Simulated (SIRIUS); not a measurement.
The system is C.

```xyz
1
Lattice="4.2552 0.0000 0.0000 0.0000 4.2552 0.0000 0.0000 0.0000 1.2823" Properties=species:S:1:pos:R:3 pbc="T T T"
C     2.1276    2.1276    0.6411
```

The cell was built by a generator and needn't be a form met in nature.

Base run:

```yaml
Program: SIRIUS 7.10.0
Functional: HCTH407
Potentials_or_basis: PseudoDojo 0.4.1 PBE standard (scalar relativistic)
Cutoff: 1127 eV
Density_cutoff: 4507 eV
k_mesh: 6 × 6 × 20
Occupations: fermi-dirac, width 0.05 eV
Spin: no spin polarisation
```

Its results: band gap on the k mesh none (metal or under the smearing width); pressure -2.7 GPa.

The run is repeated on the same cell with these changes: functional from HCTH407 to PBEsol; libxc names from ["XC_GGA_XC_HCTH_407"] to ["XC_GGA_X_PBE_SOL", "XC_GGA_C_PBE_SOL"]. What comes out?

Band gap on the k mesh none (metal or under the smearing width); pressure -0.2 GPa.

Caveats: the potentials were made for another functional, which shifts forces and pressure.

Not every run made on this cell is shown here.
